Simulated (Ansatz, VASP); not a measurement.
Pb in VASP and in Ansatz

File POSCAR:

```
Pb
1.0
   -1.9796595667      1.9796595667      1.9796595667
    1.9796595667     -1.9796595667      1.9796595667
    1.9796595667      1.9796595667     -1.9796595667
Pb
1
Direct
    0.0000000000      0.0000000000      0.0000000000
```

The input INCAR.step1:

```
SYSTEM = Pb
PREC = Accurate
ENCUT = 520
ISMEAR = -1
SIGMA = 0.05
LREAL = .False.
LASPH = .True.
NELM = 60
NBANDS = 13
GGA = PE
ALGO = Normal
EDIFF = 1E-4
LWAVE = .True.
LCHARG = .False.
```

File INCAR.step2:

```
SYSTEM = Pb
PREC = Accurate
ENCUT = 520
EDIFF = 1E-6
ISMEAR = -1
SIGMA = 0.05
LREAL = .False.
LASPH = .True.
NELM = 60
ALGO = Normal
ISIF = 2
LWAVE = .False.
LCHARG = .False.
METAGGA = R2SCAN
LMIXTAU = .True.
NBANDS = 13
ISTART = 1
```

KPOINTS

```
Automatic mesh
0
Gamma
  5 5 5
  0 0 0
```

The input input.yaml:

```yaml
crystal:
  lattice:
    - [-1.9796595667, 1.9796595667, 1.9796595667]
    - [1.9796595667, -1.9796595667, 1.9796595667]
    - [1.9796595667, 1.9796595667, -1.9796595667]
  atoms:
    - { symbol: Pb, position: [0.0, 0.0, 0.0] }
hamiltonian:
  xc: r2scan
  pseudopotentials: { kind: paw }
kpoints:
  mp_grid: { grid: [5, 5, 5] }
  band_path:
    path:
      - [[0.0, 0.0, 0.0], [0.5, -0.5, 0.5], [0.0, 0.0, 0.5], [0.0, 0.0, 0.0], [0.25, 0.25, 0.25], [0.5, -0.5, 0.5]]
      - [[0.25, 0.25, 0.25], [0.0, 0.0, 0.5]]
    npoints: 14
scf:
  occupations: { method: fermi_dirac, width: 0.05 }
  n_extra_bands: 6
output:
  forces: true
  stress: true
  eigenvalues: true
  fatbands: false
  write_density: true
  write_potential: true
  elf: true
  volumetric_format: npy
```

This isn't the form of Pb at room conditions, which is fcc.

Alike in both runs: functional r2SCAN; k mesh 5 × 5 × 5; occupations fermi-dirac, width 0.05 eV; no spin polarisation.

|  | VASP | Ansatz |
| --- | --- | --- |
| version | VASP 6.6.1 | Ansatz 0.2.0 |
| potentials or method | VASP PAW PBE potentials, release 64 (Pb_d) | Ansatz PAW |
| plane-wave cutoff (eV) | 520 | 500 |
| valence electrons in the cell | 14 | 14 |
| task | single point | band structure |

```csv
,VASP,Ansatz,Ansatz less VASP
gap on the k mesh at the Fermi level (eV),none,none,-
pressure (GPa),1.7,1.7,+0.02
```

A gap of «none» marks a metal or a gap that the smearing closes. The functional is the same, so the differences come from potentials, cutoffs and numerics.

Caveats: the k mesh is coarse (spacing up to 0.45 Å⁻¹), so the values aren't converged; the PAW data sets were made with another functional, which shifts forces and pressure a little (VASP); spin-orbit coupling is left out, which moves the levels of the heavy elements (Ansatz); the PAW data sets come from PBE, with cores solved anew for the run's functional, which leaves a small shift of forces and pressure (Ansatz). The runs have no spin-orbit coupling, so splittings on Pb are missing.
